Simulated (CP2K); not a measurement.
A run of CP2K 2026.2:

Contents of cu_charges.inp:

```
&GLOBAL
  PROJECT cu_charges
  RUN_TYPE ENERGY_FORCE
  PRINT_LEVEL LOW
&END GLOBAL
&FORCE_EVAL
  METHOD QS
  STRESS_TENSOR ANALYTICAL
  &DFT
    BASIS_SET_FILE_NAME BASIS_MOLOPT_UZH
    POTENTIAL_FILE_NAME POTENTIAL_UZH
    &MGRID
      CUTOFF 450
      REL_CUTOFF 60
      NGRIDS 4
    &END MGRID
    &QS
      METHOD GPW
      EPS_DEFAULT 1.0E-10
    &END QS
    &KPOINTS
      SCHEME MONKHORST-PACK 13 13 13
      GAMMA_CENTERED T
      SYMMETRY T
      SYMMETRY_BACKEND SPGLIB
    &END KPOINTS
    &SCF
      SCF_GUESS ATOMIC
      EPS_SCF 1.0E-6
      MAX_SCF 100
      ADDED_MOS 11
      CHOLESKY OFF
      EPS_EIGVAL 1.0E-7
      &DIAGONALIZATION ON
        ALGORITHM STANDARD
      &END DIAGONALIZATION
      &MIXING ON
        METHOD BROYDEN_MIXING
        ALPHA 0.4
        BETA 1.5
        NBUFFER 8
      &END MIXING
      &SMEAR ON
        METHOD FERMI_DIRAC
        ELECTRONIC_TEMPERATURE 580.23
      &END SMEAR
    &END SCF
    &XC
      &XC_FUNCTIONAL PBE
      &END XC_FUNCTIONAL
    &END XC
    &PRINT
      &KPOINTS ON
      &END KPOINTS
      &MULLIKEN ON
      &END MULLIKEN
      &MO ON
        ENERGIES T
        OCCUPATION_NUMBERS T
        &EACH
          QS_SCF 0
        &END EACH
        ADD_LAST NUMERIC
      &END MO
      &LOWDIN ON
      &END LOWDIN
      &HIRSHFELD ON
        SHAPE_FUNCTION GAUSSIAN
      &END HIRSHFELD
      &VORONOI ON
        VORONOI_RADII VDW
      &END VORONOI
    &END PRINT
  &END DFT
  &SUBSYS
    &CELL
      A 2.5561910140 0.0000000000 0.0000000000
      B 1.2780955070 2.2137263550 0.0000000000
      C 1.2780955070 0.7379087850 2.0871212231
      PERIODIC XYZ
    &END CELL
    &COORD
      SCALED
      Cu  0.0000000000 0.0000000000 0.0000000000
    &END COORD
    &KIND Cu
      BASIS_SET DZVP-MOLOPT-PBE-GTH-q11
      POTENTIAL GTH-PBE-q11
    &END KIND
    &PRINT
      &ATOMIC_COORDINATES ON
      &END ATOMIC_COORDINATES
      &CELL ON
      &END CELL
      &SYMMETRY ON
      &END SYMMETRY
    &END PRINT
  &END SUBSYS
  &PRINT
    &FORCES ON
    &END FORCES
    &STRESS_TENSOR ON
    &END STRESS_TENSOR
  &END PRINT
&END FORCE_EVAL
```

Potentials or basis: POTENTIAL_UZH Cu GTH-PBE-q11; DZVP-MOLOPT-PBE-GTH basis.

Command:

```sh
$ OMP_NUM_THREADS=1 cp2k.psmp -i cu_charges.inp -o cu_charges.out
```

Hardware: 1 thread of Intel(R) Xeon(R) Platinum 8375C CPU @ 2.90GHz (Ice Lake), on a shared host.

Problem. Estimate the wall time of this run.

Solution. It took 4.1 min on 1 thread of Intel(R) Xeon(R) Platinum 8375C CPU @ 2.90GHz (Ice Lake) (shared host), peak memory 0.36 GiB. Counts: scf iterations 11, k points 84, basis 25, bands 17, force evaluations 1.
